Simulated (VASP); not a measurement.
Set up this calculation in VASP 6.6.1, as the native input.

```
Task                               : single point
Functional                         : HSE06
Potentials or basis                : VASP PAW PBE potentials, release 64 (Pt, S)
Cutoff                             : 520 eV
k mesh                             : 6 × 6 × 4
Occupations                        : gaussian, width 0.02 eV
Spin                               : no spin polarisation
Grid for exact exchange (PRECFOCK) : Fast
Screening parameter                : 0.2 1/A
Further INCAR settings             : ALGO = Normal; EDIFF = 1e-06; NBANDS = 18
```

Crystal: PtS2.

```
Pt S
1.0
     3.56759    0.00000    0.00000
    -1.78379    3.08962    0.00000
     0.00000    0.00000    4.80172
Pt S
1 2
Direct
  0.00000 0.00000 0.00000
  0.66667 0.33333 0.75069
  0.33333 0.66667 0.24931
```

The cell is a database's computed one.

These files were run (other wordings do the same):

POSCAR

```
PtS2
1.0
    3.5675900000      0.0000000000      0.0000000000
   -1.7837900000      3.0896200000      0.0000000000
    0.0000000000      0.0000000000      4.8017200000
Pt S
1 2
Direct
    0.0000000000      0.0000000000      0.0000000000
    0.6666700000      0.3333300000      0.7506900000
    0.3333300000      0.6666700000      0.2493100000
```

INCAR.step1

```
PREC     = Accurate       # precision mode
ENCUT    = 520            # plane-wave cutoff, eV
EDIFF    = 1E-5           # SCF threshold, eV
ISMEAR   = 0              # smearing method
SIGMA    = 0.02           # smearing width, eV
LREAL    = False          # projectors in reciprocal space
LASPH    = True           # aspherical terms in the spheres
NELM     = 100            # most SCF steps
ALGO     = Normal         # electronic algorithm
ISIF     = 2              # what is computed and relaxed
LWAVE    = True           # write WAVECAR
NBANDS   = 18             # bands
GGA      = PE             # functional
```

INCAR.step2

```
PREC     = Accurate       # precision mode
ENCUT    = 520            # plane-wave cutoff, eV
EDIFF    = 1E-6           # SCF threshold, eV
ISMEAR   = 0              # smearing method
SIGMA    = 0.02           # smearing width, eV
LREAL    = False          # projectors in reciprocal space
LASPH    = True           # aspherical terms in the spheres
NELM     = 100            # most SCF steps
ALGO     = Normal         # electronic algorithm
ISIF     = 2              # what is computed and relaxed
LWAVE    = False          # write WAVECAR
LCHARG   = True           # write CHGCAR
GGA      = PE             # functional
LHFCALC  = True           # exact exchange
HFSCREEN = 0.2            # screening, 1/A
PRECFOCK = Fast         
LELF     = True           # ELF
LVHAR    = True         
NBANDS   = 18             # bands
ISTART   = 1
```

KPOINTS

```
Automatic mesh
0
Gamma
  6 6 4
```

Potentials or basis: VASP PAW PBE potentials, release 64 (Pt, S).

Command:

```sh
$ cat potpaw_PBE.64/Pt/POTCAR potpaw_PBE.64/S/POTCAR > POTCAR
$ cp INCAR.step1 INCAR
$ mpirun -np 1 vasp_std > vasp.out
$ cp INCAR.step2 INCAR
$ mpirun -np 1 vasp_std > vasp.out
```

It gave:

The pressure is 0.4 GPa. The largest force is 0.232 eV/Å. The band gap on the k mesh is 0.87 eV, indirect (least direct gap 1.91 eV).

Caveat: the PAW data sets were made with another functional, which shifts forces and pressure a little; spin-orbit coupling is left out, which moves the levels of the heavy elements.

Wall time 34 min on 1 thread of Intel(R) Xeon(R) 6975P-C (Granite Rapids), on a shared host, peak memory 0.32 GiB.
